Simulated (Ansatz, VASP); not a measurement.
**Mo: VASP beside Ansatz**

File INCAR:

```
ALGO     = Normal         # electronic algorithm
EDIFF    = 1E-6           # SCF threshold, eV
ENCUT    = 520            # plane-wave cutoff, eV
GGA      = RP             # functional
ISIF     = 2              # what is computed and relaxed
ISMEAR   = -1             # smearing method
LASPH    = T              # aspherical terms in the spheres
LCHARG   = F              # write CHGCAR
LREAL    = F              # projectors in reciprocal space
LWAVE    = F              # write WAVECAR
NBANDS   = 13             # bands
NELM     = 100            # most SCF steps
PREC     = Accurate       # precision mode
SIGMA    = 0.1            # smearing width, eV
```

The input KPOINTS:

```
k-points
0
Gamma
  13 13 13
```

File POSCAR:

```
Mo
1.0
    2.5822374392      0.0000000000      0.0000000000
    0.0000000000      2.5822374392      0.0000000000
    0.0000000000      0.0000000000      2.5822374392
Mo
1
Direct
    0.0000000000      0.0000000000      0.0000000000
```

Input for Ansatz:

```yaml
crystal:
  lattice:
    - [2.5822374392, 0.0, 0.0]
    - [0.0, 2.5822374392, 0.0]
    - [0.0, 0.0, 2.5822374392]
  atoms:
    - { symbol: Mo, position: [0.0, 0.0, 0.0] }
hamiltonian:
  xc: rpbe
  pseudopotentials:
    kind: paw
    azcp:
      Mo: "pseudopotentials/Mo.paw.azcp"
basis:
  ecutwfc: 420
  fft_grid_basis: typed
kpoints:
  mp_grid: { grid: [13, 13, 13], shift: [0, 0, 0] }
magnetization:
  spin_polarized: false
scf:
  occupations: { method: fermi_dirac, width: 0.1 }
  lower_state_search: "off"
output:
  stress: true
```

Alike in both runs: task single point; functional RPBE; k mesh 13 × 13 × 13; occupations fermi-dirac, width 0.1 eV; no spin polarisation.

|  | VASP | Ansatz |
| --- | --- | --- |
| version | VASP 6.6.1 | Ansatz 0.2.0 |
| potentials or method | VASP PAW PBE potentials, release 64 (Mo_sv) | plane waves (420 eV) with PAW, scalar-relativistic |
| plane-wave cutoff (eV) | 520 | 420 |
| valence electrons in the cell | 14 | 14 |

Ansatz gave:

```
pressure (GPa) : 7.1
```

Question: What did VASP give for the same quantities?

Answer: Pressure (GPa): 7.6.

Caveats: the PAW data sets were made with another functional, which shifts forces and pressure a little (VASP).
